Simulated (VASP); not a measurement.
Ge2Sb2Te5: relaxation of cell and atoms with LDA

Ge2Sb2Te5:

```
CELL_PARAMETERS angstrom
4.20091 0.00000 0.00000
-2.10046 3.63809 0.00000
0.00000 0.00000 16.66899
ATOMIC_POSITIONS crystal
Ge 0.33333 0.66667 0.89911
Ge 0.66667 0.33333 0.10089
Sb 0.00000 0.00000 0.68132
Sb 0.00000 0.00000 0.31868
Te 0.00000 0.00000 0.00000
Te 0.66667 0.33333 0.80053
Te 0.33333 0.66667 0.19947
Te 0.33333 0.66667 0.57803
Te 0.66667 0.33333 0.42197
```

The cell comes from a database or a generator and needn't be the stable form of this composition.

| Property | Result |
| --- | --- |
| Program | VASP 6.6.1 |
| Task | relaxation of cell and atoms |
| Functional | LDA |
| Potentials or basis | VASP PAW LDA potentials, release 64 (Ge_d, Sb, Te) |
| Cutoff | 600 eV |
| k mesh | 9 × 9 × 2 |
| Occupations | gaussian, width 0.03 eV |
| Spin | no spin polarisation |
| Further INCAR settings | ALGO = Normal; EDIFF = 1e-07; IBRION = 2; EDIFFG = -0.005; NSW = 90; ISIF = 3 |

```
Relaxed volume                         : 28.31 Å³/atom
Relaxed cell                           : a = 4.200 Å, b = 4.200 Å, c = 16.682 Å, α = 90.00°, β = 90.00°, γ = 120.00°
Space group after relaxing (to 0.05 Å) : P-3m1 (No. 164)
Energy gained by relaxing              : 0.0 meV/atom
Ionic steps                            : 15
Pressure after relaxing                : 0.0 GPa
Largest force after relaxing           : 0.005 eV/Å
Band gap on the k mesh                 : 0.03 eV, direct
```

Forces on the atoms (eV/Å):
```
Ge   0.000  0.000 -0.005
Ge   0.000  0.000  0.005
Sb   0.000  0.000  0.003
Sb   0.000  0.000 -0.003
Te   0.000  0.000  0.000
Te   0.000  0.000 -0.001
Te   0.000  0.000  0.001
Te   0.000  0.000  0.002
Te   0.000  0.000 -0.002
```

Step by step:
```csv
step,energy change (eV),largest force (eV/Å),pressure (GPa),volume (Å³)
1,0.0000,0.0105,-0.03,254.76
2,0.0000,0.0090,0.02,254.57
3,0.0000,0.0090,0.01,254.58
4,0.0000,0.0091,0.02,254.57
5,-0.0001,0.0058,0.01,254.59
6,-0.0001,0.0108,0.00,254.63
7,-0.0001,0.0096,0.01,254.63
8,-0.0001,0.0072,0.01,254.65
9,-0.0001,0.0148,0.02,254.69
10,-0.0002,0.0092,0.02,254.67
11,-0.0002,0.0077,-0.01,254.79
12,-0.0002,0.0076,-0.02,254.81
13,-0.0002,0.0074,-0.01,254.80
14,-0.0002,0.0081,-0.01,254.81
15,-0.0002,0.0046,-0.01,254.80
```

Final structure:
```
CELL_PARAMETERS angstrom
4.19959 0.00000 0.00000
-2.09980 3.63696 0.00000
0.00000 0.00000 16.68197
ATOMIC_POSITIONS crystal
Ge 0.33333 0.66667 0.89942
Ge 0.66667 0.33333 0.10058
Sb 0.00000 0.00000 0.68174
Sb 0.00000 0.00000 0.31826
Te 0.00000 0.00000 0.00000
Te 0.66667 0.33333 0.80088
Te 0.33333 0.66667 0.19912
Te 0.33333 0.66667 0.57848
Te 0.66667 0.33333 0.42152
```

Levels at points of the mesh, in eV from the valence-band top:
| k point | band 31 | band 32 | band 33 | band 34 | band 35 | band 36 | band 37 | band 38 |
| --- | --- | --- | --- | --- | --- | --- | --- | --- |
| (0.00, 0.00, 0.00) | -1.48 | -1.19 | -0.91 | 0.00 | 0.03 | 0.03 | 0.15 | 0.81 |
| (0.00, 0.00, 0.50) | -1.62 | -1.49 | -0.77 | -0.20 | 0.27 | 0.27 | 0.40 | 0.40 |

Run time: 18 min on 2 MPI ranks on Intel(R) Xeon(R) Platinum 8488C (Sapphire Rapids) (shared host), peak memory 0.54 GiB a rank.

Caveat: spin-orbit coupling is left out, which moves the levels of the heavy elements; an odd mesh through Γ misses points on the zone boundary, where band edges often lie.
